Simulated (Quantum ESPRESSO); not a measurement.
**Cs: equation of state with PBE**

The system is Cs.

```xyz
1
Lattice="3.0190 -4.3381 0.0000 3.0190 4.3381 0.0000 -2.5749 0.0000 4.4139" Properties=species:S:1:pos:R:3 pbc="T T T"
Cs   -1.2875    0.0000    2.2069
```

This isn't the form of Cs at room conditions, which is bcc.

* Program: Quantum ESPRESSO 7.5
* Task: equation of state
* Functional: PBE
* Potentials or basis: SSSP 1.3 efficiency PBE
* Cutoff: 748 eV
* Density cutoff: 5987 eV
* k mesh: 6 × 6 × 6
* Occupations: fermi-dirac, width 0.05 eV
* Spin: no spin polarisation

```yaml
Equilibrium_volume: 117.78 Å³/atom
Bulk_modulus_at_fixed_shape_and_positions: 1.9 GPa
Pressure_derivative_of_the_bulk_modulus: 3.5
```

Energy against volume, from the lowest point:
```
volume (Å³/atom)  energy (meV/atom)
         108.679               4.75
         110.992               2.56
         113.304               1.08
         115.616               0.24
         117.929               0.00
         120.241               0.30
         122.553               1.09
```

All runs of the series together: 5.9 min on 1 thread of Arm Neoverse V2, with other jobs on the host.

Caveat: the cell was scaled at fixed shape and fractional positions, which overstates the stiffness of a crystal with free parameters, most of all of layers and chains. The run has no spin-orbit coupling, so splittings on Cs are missing.
